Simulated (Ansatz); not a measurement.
# AlN (P6_3mc), random displacements

Theory: Ansatz, DFT r2SCAN, scalar-relativistic, plane waves, PAW. The runs took a 500 eV cutoff, a Γ-centred 12×12×6 mesh and Gaussian smearing (0.05 eV). No spin polarisation. Energies are free energies at this smearing, counted from the undisturbed cell; pressure is positive in compression.

The starting cell (as given, not relaxed at this level):

```
Al N
1.0
     3.11100    0.00000    0.00000
    -1.55550    2.69421    0.00000
     0.00000    0.00000    4.97800
Al N
2 2
Direct
  0.33333 0.66667 0.00000
  0.66667 0.33333 0.50000
  0.33333 0.66667 0.38500
  0.66667 0.33333 0.88500
```

The atoms are displaced (Å, in the unstrained cell):

```csv
atom,ux,uy,uz
Al1,-0.008,0.159,-0.059
Al2,-0.034,-0.107,-0.079
N3,0.027,-0.076,0.138
N4,0.015,0.024,0.000
```

The cell is not strained.

(1) What are the energy change, the stress and the forces?

Answers

(1) ΔE = 163.2 meV/atom; stress (xx, yy, zz, yz, xz, xy; compression positive) (1.29, 15.88, -6.86, -3.14, 0.90, -2.77) GPa; gap on the mesh 4.17 eV.
```tsv
atom	Fx (eV/Å)	Fy	Fz
Al1	0.26	-3.47	0.84
Al2	1.22	0.97	1.84
N3	-1.21	0.02	-2.63
N4	-0.26	2.48	-0.05
```

Cost: 1 run of about 0.56 core-minutes, on Intel Xeon Processor @ 2.70GHz (shared hosts).